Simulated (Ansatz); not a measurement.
One crystal and one scan (energy against volume) at two levels, PBE (plane waves to 420 eV, PAW, scalar-relativistic; Ansatz, a quantum-chemistry and plane-wave program) and r2SCAN (plane waves to 500 eV, PAW, scalar-relativistic; Ansatz), each from its own relaxed cell and on its own mesh.

The crystal is BaSnO₃ (cubic perovskite); the cell is scaled evenly about its relaxed volume V₀.

The energy includes the smearing's −TS. BaSnO3 was relaxed with its symmetry unable to fall. Both scans cover V/V₀ from 0.900 to 1.100.

```tsv
quantity	run 1	run 2
Lattice constant a (Å)	4.176	4.131
Band gap of the relaxed cell, no spin-orbit coupling (eV)	0.48	1.56
Pressure at the smallest volume (GPa)	18.3	21.4
Energy cost of the largest compression (meV/atom)	75.1	85.2
Energy cost of the largest expansion (meV/atom)	49.6	57.9
Bulk modulus B₀ (third-order Birch-Murnaghan fit) (GPa)	132.8	158.0
Pressure derivative B₀′ (fit)	5.1	4.8
Pressure for 5 % compression (fit) (GPa)	7.8	9.2
```

Problem. Which run is which level?

Solution. Run 1 is PBE, run 2 is r2SCAN. PBE gives the higher value for: lattice constant a; pressure derivative B₀′. PBE gives the lower value for: band gap of the relaxed cell, no spin-orbit coupling; pressure at the smallest volume; energy cost of the largest compression; energy cost of the largest expansion; bulk modulus B₀; pressure for 5 % compression. For the lattice constant a the reference is 4.116 Å (measured, room temperature or unstated; as given in Woong-Jhae Lee, Hyung Joon Kim, Jeonghun Kang et al., Annual Review of Materials Research (2017), arXiv:1707.09778): it holds thermal shifts, so no verdict is drawn.  Neither level is exact: the differences show how much the result hangs on the functional.

(Under strain, the slope of the energy per volume gives the stress and its curvature an elastic modulus.)
